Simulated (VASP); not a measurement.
# CdSe (P6_3mc) in VASP: a series of runs

Runs on CdSe. Level: r2SCAN. Tasks: single point, relaxation of shape and atoms at fixed volume.

Everything below comes from runs of VASP 6.6.1. Logs are shortened: lines on timing, memory, paths and dates and some standing lists are left out, and cuts for length are marked.

**Measured values to compare with.**

A printed reference work, data compilation reports, for a bulk crystal of CdSe at 2 K: band gap 1.841 eV.

The results are compared with them further down.

### Step 1. The cell of the first run

The structure is hexagonal, space group P6_3mc (No. 186). The conventional cell has a = 4.339 Å, b = 4.339 Å, c = 7.081 Å, α = 90.00°, β = 90.00°, γ = 120.00°. Within 3.5 Å of Cd (site symmetry 3m) lie 4 Se at 2.66 Å. Se (site symmetry 3m) has 4 Cd at 2.66 Å within 3.5 Å.

### Step 2. Single point, r2SCAN

The input, POSCAR:

```
CdSe
1.0
    4.3390031862      0.0000000000      0.0000000000
   -2.1695015931      3.7576869863      0.0000000000
    0.0000000000      0.0000000000      7.0811144699
Cd Se
2 2
Direct
    0.6666666667      0.3333333333     -0.0003349498
    0.3333333333      0.6666666667      0.4996650502
    0.6666666667      0.3333333333      0.3753349498
    0.3333333333      0.6666666667      0.8753349498
```

The input, INCAR.step1:

```
SYSTEM = CdSe
PREC = Accurate
ENCUT = 520
ISMEAR = 0
SIGMA = 0.05
LREAL = .FALSE.
LASPH = .TRUE.
NELM = 100
NBANDS = 26
GGA = PE
ALGO = Normal
EDIFF = 1E-4
LWAVE = .TRUE.
LCHARG = .FALSE.
```

The input, INCAR.step2:

```
SYSTEM = CdSe
PREC = Accurate
ENCUT = 520
EDIFF = 1E-6
ISMEAR = 0
SIGMA = 0.05
LREAL = .FALSE.
LASPH = .TRUE.
NELM = 100
ALGO = Normal
ISIF = 2
LWAVE = .FALSE.
LCHARG = .FALSE.
METAGGA = R2SCAN
LMIXTAU = .TRUE.
NBANDS = 26
ISTART = 1
```

The input, KPOINTS:

```
regular mesh
0
G
  10 10 6
  0 0 0
```

Potentials or basis: VASP PAW PBE potentials, release 64 (Cd, Se).

Command:

```sh
> cat potpaw_PBE.64/Cd/POTCAR potpaw_PBE.64/Se/POTCAR > POTCAR
> cp INCAR.step1 INCAR
> mpirun -np 1 vasp_std > vasp.out
> cp INCAR.step2 INCAR
> mpirun -np 1 vasp_std > vasp.out
```

OUTCAR:

```text
SYSTEM = CdSe
   PREC = Accurate
   ENCUT = 520
   EDIFF = 1E-6
   ISMEAR = 0
   LREAL = .FALSE.
   LASPH = .TRUE.
   NELM = 100
   ISIF = 2
   METAGGA = R2SCAN
   ISTART = 1

 ion  position               nearest neighbor table
   1  0.667  0.333  1.000-   4 2.66   4 2.66   4 2.66   3 2.66
   2  0.333  0.667  0.500-   3 2.66   3 2.66   3 2.66   4 2.66
   3  0.667  0.333  0.375-   2 2.66   2 2.66   2 2.66   1 2.66
   4  0.333  0.667  0.875-   1 2.66   1 2.66   1 2.66   2 2.66

  LATTYP: Found a hexagonal cell.
 ALAT       =     4.3390031862
 C/A-ratio  =     1.6319680272

  Lattice vectors:

 A1 = (   4.3390031862,   0.0000000000,   0.0000000000)
 A2 = (  -2.1695015931,   3.7576869863,   0.0000000000)
 A3 = (   0.0000000000,   0.0000000000,   7.0811144699)

Analysis of symmetry for initial positions (statically):
=====================================================================
 Subroutine PRICEL returns:
 Original cell was already a primitive cell.

 Routine SETGRP: Setting up the symmetry group for a
 hexagonal supercell.

 Subroutine GETGRP returns: Found 12 space group operations
 (whereof  6 operations were pure point group operations)
 out of a pool of 24 trial point group operations.

The static configuration has the point symmetry C_3v.
 The point group associated with its full space group is C_6v.

Analysis of symmetry for dynamics (positions and initial velocities):
=====================================================================
 Subroutine PRICEL returns:
 Original cell was already a primitive cell.

 Routine SETGRP: Setting up the symmetry group for a
 hexagonal supercell.

 Subroutine GETGRP returns: Found 12 space group operations
 (whereof  6 operations were pure point group operations)
 out of a pool of 24 trial point group operations.

The dynamic configuration has the point symmetry C_3v.
 The point group associated with its full space group is C_6v.

 Subroutine INISYM returns: Found 12 space group operations
 (whereof  6 operations are pure point group operations),
 and found     1 'primitive' translations

----------------------------------------------------------------------------------------

                                     Primitive cell

  volume of cell :     115.4549

  direct lattice vectors                    reciprocal lattice vectors
[... 76 lines left out ...]
   dimension x,y,z NGX =    32 NGY =   32 NGZ =   54
   dimension x,y,z NGXF=    64 NGYF=   64 NGZF=  108
   ions per type =               2   2
   NGX,Y,Z   is equivalent  to a cutoff of  12.26, 12.26, 12.68 a.u.
   NGXF,Y,Z  is equivalent  to a cutoff of  24.52, 24.52, 25.36 a.u.
 SYSTEM =  CdSe
   PREC   = accura    normal or accurate (medium, high low for compatibility)
   ISTART =      1    job   : 0-new  1-cont  2-samecut
   ICHARG =      0    charge: 1-file 2-atom 10-const
   ISPIN  =      1    spin polarized calculation?
   LNONCOLLINEAR =      F non collinear calculations
   LSORBIT =      F    spin-orbit coupling
   LASPH  =      T    aspherical Exc in radial PAW
   ENCUT  =  520.0 eV  38.22 Ry    6.18 a.u.   8.07  8.07 13.17*2*pi/ulx,y,z
   NELM   =    100;   NELMIN=  2; NELMDL=  0     # of ELM steps
   EDIFF  = 0.1E-05   stopping-criterion for ELM
   LREAL  =      F    real-space projection
[... 7 lines left out ...]
   TEBEG  =    0.0;   TEEND  =   0.0 temperature during run
   PSTRESS=    0.0 pullay stress
   NELECT =      36.0000    total number of electrons
   NUPDOWN=      -1.0000    fix difference up-down
   EMIN   =  10.00;   EMAX   =-10.00  energy-range for DOS
   EFERMI =   0.00;   METHOD = LEGACY
   ISMEAR =     0;   SIGMA  =   0.05  broadening in eV -4-tet -1-fermi 0-gaus
   EFERMI_NEDOS =   21; number of points for ismear=-14 and -15
   IALGO  =     38    algorithm
   IMIX   =      4    mixing-type and parameters
     AMIX     =   0.40;   BMIX     =  1.00
     AMIX_MAG =   1.60;   BMIX_MAG =  1.00
  volume/ion in A,a.u.               =      28.86       194.78
  Fermi-wavevector in a.u.,A,eV,Ry     =   1.110124  2.097831 16.767492  1.232376
  Thomas-Fermi vector in A             =   2.246672
   LORBIT       =      0    0 simple, 1 ext, 2 COOP (PROOUT), +10 PAW based schemes
   METAGGA = R2SCAN    functional components
   LHFCALC =     F    Hartree Fock is set to
   AEXX    =    0.0000 exact exchange contribution
   IVDW    =     0    specifies the selected vdW correction
   LEPSILON=     F    determine dielectric tensor
   LRPA    =     F    only Hartree local field effects (RPA)
 non-spin polarized calculation
 Gauss-broadening in eV      SIGMA  =   0.05
  energy-cutoff  :      520.00
  volume of cell :      115.45
 maximum number of plane-waves:      3124
   NGX = 17   NGY = 17   NGZ = 27

 number of electron      36.0000001 magnetization

 Free energy of the ion-electron system (eV)
  ---------------------------------------------------
  ext. energy  EPLUGINS =         0.00000000
  ---------------------------------------------------
  free energy    TOTEN  =       -71.83302010 eV

  energy without entropy =      -71.83302010  energy(sigma->0) =      -71.83302010

 E-fermi :   0.7082     XC(G=0):  -9.2975

 val. band max:        0.4448494448   @ k =   0.0000   0.0000   0.0000
 cond. band min:       1.5375889175   @ k =   0.0000   0.0000   0.0000
 fundamental gap:      1.0927394727
 Fermi energy:         0.7081932010

 k-point     1 :       0.0000    0.0000    0.0000
  band No.  band energies     occupation
      1     -12.4352      2.00000
      2     -12.0732      2.00000
      3      -7.6322      2.00000
      4      -7.6256      2.00000
      5      -7.6256      2.00000
      6      -7.5569      2.00000
[... 685 lines left out ...]
     25       8.8380      0.00000
     26      10.0685      0.00000

 [... further k-points ...]
[... 5 lines left out ...]
  --------------------------------------------------------------------------------------
  -------------------------------------------------------------------------------------
  Total        0.1783395      0.1783395      0.1769280      0.0000000     -0.0000000      0.0000000
  in kB        2.4748332      2.4748332      2.4552463      0.0000000     -0.0000000      0.0000000
  external PRESSURE =       2.4683042 kB  Pullay stress =       0.0000000 kB

 VOLUME and BASIS-vectors are now :
 -----------------------------------------------------------------------------
  energy-cutoff  :      520.00
  volume of cell :      115.45
      direct lattice vectors                 reciprocal lattice vectors
     4.339003186  0.000000000  0.000000000     0.230467680  0.133060577  0.000000000
    -2.169501593  3.757686986  0.000000000     0.000000000  0.266121155  0.000000000
     0.000000000  0.000000000  7.081114470     0.000000000  0.000000000  0.141220708

 POSITION                                       TOTAL-FORCE (eV/Angst)
 -----------------------------------------------------------------------------------
      2.16950      1.25256      7.07874         0.000000     -0.000000     -0.002331
     -0.00000      2.50512      3.53819         0.000000     -0.000000     -0.002331
      2.16950      1.25256      2.65779        -0.000000      0.000000      0.002331
     -0.00000      2.50512      6.19835        -0.000000     -0.000000      0.002331
 -----------------------------------------------------------------------------------
    total drift:                               -0.000000     -0.000000     -0.003179

  FREE ENERGIE OF THE ION-ELECTRON SYSTEM (eV)
  ---------------------------------------------------
  free  energy   TOTEN  =       -71.8330200986 eV

  energy  without entropy=      -71.8330200986  energy(sigma->0) =      -71.83302010
```

OUTCAR.step1:

```text
SYSTEM = CdSe
   PREC = Accurate
   ENCUT = 520
   ISMEAR = 0
   LREAL = .FALSE.
   LASPH = .TRUE.
   NELM = 100
[... 926 lines left out ...]
     -0.00000      2.50512      3.53819        -0.000000     -0.000000     -0.000394
      2.16950      1.25256      2.65779        -0.000000     -0.000000      0.000394
     -0.00000      2.50512      6.19835         0.000000     -0.000000      0.000394
 -----------------------------------------------------------------------------------
    total drift:                               -0.000000     -0.000000      0.000419

  FREE ENERGIE OF THE ION-ELECTRON SYSTEM (eV)
  ---------------------------------------------------
  free  energy   TOTEN  =       -10.9736042805 eV

  energy  without entropy=      -10.9736042805  energy(sigma->0) =      -10.97360428
```

Wall time 5.4 min (1 thread of Intel Xeon Platinum 8375C at 2.90GHz (Ice Lake), shared host); peak memory 0.33 GiB.

Results:

```
Free energy            : -71.8330 eV
Pressure               : 0.2 GPa
Band gap on the k mesh : 1.09 eV
```

Forces on the atoms (eV/Å):
```
Cd   0.000  0.000 -0.002
Cd   0.000  0.000 -0.002
Se   0.000  0.000  0.002
Se   0.000  0.000  0.002
```

Caveat: the PAW data sets were made with another functional, which shifts forces and pressure a little.

### Step 3. Single point, r2SCAN

POSCAR is that of step 2.

The input, INCAR.step1:

```
SYSTEM = CdSe
PREC = Accurate
ENCUT = 520
ISMEAR = 1
SIGMA = 0.005
LREAL = .FALSE.
LASPH = .TRUE.
NELM = 80
NBANDS = 26
GGA = PE
ALGO = Normal
EDIFF = 1E-4
LWAVE = .TRUE.
LCHARG = .FALSE.
```

The input, INCAR.step2:

```
SYSTEM = CdSe
PREC = Accurate
ENCUT = 520
EDIFF = 1E-7
ISMEAR = 1
SIGMA = 0.005
LREAL = .FALSE.
LASPH = .TRUE.
NELM = 80
ALGO = Normal
ISIF = 2
LWAVE = .FALSE.
LCHARG = .TRUE.
METAGGA = R2SCAN
LMIXTAU = .TRUE.
LELF = .TRUE.
LVHAR = .TRUE.
NBANDS = 26
ISTART = 1
```

KPOINTS is that of step 2.

Potentials or basis: VASP PAW PBE potentials, release 64 (Cd, Se).

Command:

```sh
> cat potpaw_PBE.64/Cd/POTCAR potpaw_PBE.64/Se/POTCAR > POTCAR
> cp INCAR.step1 INCAR
> mpirun -np 1 vasp_std > vasp.out
> cp INCAR.step2 INCAR
> mpirun -np 1 vasp_std > vasp.out
```

Run time: 7.5 min. Hardware: 1 thread of Intel Xeon Platinum 8375C at 2.90GHz (Ice Lake), shared host; peak memory 0.34 GiB.

It converged, with:

| Item | Value |
| --- | --- |
| Free energy | -71.8330 eV |
| Pressure | 0.2 GPa |
| Band gap on the k mesh | 1.09 eV |

Forces in eV/Å, atoms in the order of the input:
```
Cd   0.000  0.000 -0.002
Cd   0.000  0.000 -0.002
Se   0.000  0.000  0.002
Se   0.000  0.000  0.002
```

Levels at points of the mesh, in eV from the valence-band top:
```tsv
k point	band 15	band 16	band 17	band 18	band 19	band 20	band 21	band 22
(0.00, 0.00, 0.00)	-0.74	-0.05	0.00	0.00	1.09	2.64	6.38	6.38
(0.50, 0.00, 0.00)	-2.58	-1.80	-1.29	-0.73	3.62	3.71	5.09	6.54
(0.00, 0.00, 0.50)	-0.38	-0.38	-0.38	-0.38	2.78	2.78	6.26	6.26
(0.50, 0.00, 0.50)	-1.32	-1.32	-1.30	-1.30	3.33	3.33	5.27	5.27
```

Caveat: the PAW data sets were made with another functional, which shifts forces and pressure a little.

### Step 4. Relaxation of shape and atoms at fixed volume, r2SCAN

This run uses another cell than the first one, of 29.80 Å³/atom.

The input, POSCAR:

```
CdSe
1.0
    4.3856134114      0.0000000000      0.0000000000
   -2.1928067057      3.7980526255      0.0000000000
    0.0000000000      0.0000000000      7.1571808672
Cd Se
2 2
Direct
    0.6666666667      0.3333333333     -0.0003349498
    0.3333333333      0.6666666667      0.4996650502
    0.6666666667      0.3333333333      0.3753349498
    0.3333333333      0.6666666667      0.8753349498
```

The input, INCAR.step1:

```
PREC     = Accurate       # precision mode
ENCUT    = 600            # plane-wave cutoff, eV
ISMEAR   = 0              # smearing method
SIGMA    = 0.05           # smearing width, eV
LREAL    = False          # projectors in reciprocal space
LASPH    = True           # aspherical terms in the spheres
NELM     = 100            # most SCF steps
GGA      = PE             # functional
ALGO     = Normal         # electronic algorithm
EDIFF    = 1E-4           # SCF threshold, eV
LWAVE    = True           # write WAVECAR
LCHARG   = False          # write CHGCAR
```

The input, INCAR.step2:

```
PREC     = Accurate       # precision mode
ENCUT    = 600            # plane-wave cutoff, eV
EDIFF    = 1E-6           # SCF threshold, eV
ISMEAR   = 0              # smearing method
SIGMA    = 0.05           # smearing width, eV
LREAL    = False          # projectors in reciprocal space
LASPH    = True           # aspherical terms in the spheres
NELM     = 100            # most SCF steps
ALGO     = Normal         # electronic algorithm
ISIF     = 4              # what is computed and relaxed
LWAVE    = False          # write WAVECAR
LCHARG   = False          # write CHGCAR
METAGGA  = R2SCAN         # meta-GGA
LMIXTAU  = True         
IBRION   = 2              # ionic algorithm
NSW      = 60             # ionic steps
EDIFFG   = -0.02          # ionic threshold
ISTART   = 1
```

The input, KPOINTS:

```
regular mesh
0
Gamma
  10 10 6
```

Command:

```sh
> cat potpaw_PBE.64/Cd/POTCAR potpaw_PBE.64/Se/POTCAR > POTCAR
> cp INCAR.step1 INCAR
> mpirun -np 1 vasp_std > vasp.out
> cp INCAR.step2 INCAR
> mpirun -np 1 vasp_std > vasp.out
```

Run time: 23 min. Hardware: 1 thread of Oxide Virtual Turin-like, shared host; peak memory 0.37 GiB.

It converged, with:

```yaml
Free_energy: -71.8210 eV
Pressure_after_relaxing: -1.4 GPa
Largest_force_after_relaxing: 0.005 eV/Å
Band_gap_on_the_k_mesh: 1.02 eV
```

Forces on the atoms (eV/Å):
```
Cd   0.000  0.000 -0.005
Cd   0.000  0.000 -0.005
Se   0.000  0.000  0.005
Se   0.000  0.000  0.005
```

Final structure:
```yaml
crystal:
  lattice:
    - [4.38561, 0.00000, 0.00000]
    - [-2.19281, 3.79805, 0.00000]
    - [0.00000, 0.00000, 7.15718]
  atoms:
    - { symbol: Cd, position: [0.66667, 0.33333, 0.99967] }
    - { symbol: Cd, position: [0.33333, 0.66667, 0.49967] }
    - { symbol: Se, position: [0.66667, 0.33333, 0.37533] }
    - { symbol: Se, position: [0.33333, 0.66667, 0.87533] }
```

Levels at points of the mesh, in eV from the valence-band top:
```tsv
k point	band 14	band 15	band 16	band 17	band 18	band 19	band 20	band 21	band 22
(0.00, 0.00, 0.00)	-0.69	-0.69	-0.04	0.00	0.00	1.02	2.60	6.37	6.37
(0.50, 0.00, 0.00)	-3.40	-2.45	-1.70	-1.21	-0.69	3.55	3.70	5.10	6.41
(0.00, 0.00, 0.50)	-2.49	-0.36	-0.36	-0.36	-0.36	2.71	2.71	6.21	6.21
(0.50, 0.00, 0.50)	-3.94	-1.25	-1.25	-1.23	-1.23	3.30	3.30	5.25	5.25
```

Caveat: the relaxation stopped at its first step, so nothing moved; the PAW data sets were made with another functional, which shifts forces and pressure a little.

### Step 5. Summary

| task | cell | cutoff (eV) | smearing | gap on the mesh (eV) | pressure (GPa) |
| --- | --- | --- | --- | --- | --- |
| single point | a = 4.339, b = 4.339, c = 7.081 Å, angles 90.0, 90.0, 120.0°, 4 atoms | 520 | gaussian 0.05 eV | 1.09 | 0.2 |
| single point | a = 4.339, b = 4.339, c = 7.081 Å, angles 90.0, 90.0, 120.0°, 4 atoms | 520 | methfessel-paxton 0.005 eV | 1.09 | 0.2 |
| relaxation of shape and atoms at fixed volume | relaxed from a = 4.386, b = 4.386, c = 7.157 Å, angles 90.0, 90.0, 120.0°, 4 atoms | 600 | gaussian 0.05 eV | 1.02 | -1.4 |

Alike in all rows: level r2SCAN; potentials or basis VASP PAW PBE potentials, release 64 (Cd, Se); no spin polarisation; k mesh 10 × 10 × 6.

Caveats: the PAW data sets were made with another functional, which shifts forces and pressure a little; the relaxation stopped at its first step, so nothing moved (at least some runs).

Absolute energies hang on the potentials; compare differences alone.

### Step 6. Against experiment

Step 2. Measured gap of CdSe: 1.841 eV (2 K; a printed reference work, data compilation). This calculation gives 1.09 eV (-0.75 eV). Spin-orbit coupling on Cd, Se is left out. The value is that of r2SCAN, without temperature or zero-point motion.

Step 3. Against the measured gap of CdSe, 1.841 eV (2 K; a printed reference work, data compilation), the calculated 1.09 eV is off by -0.75 eV. Spin-orbit coupling on Cd, Se is left out. The value is that of r2SCAN, without temperature or zero-point motion.
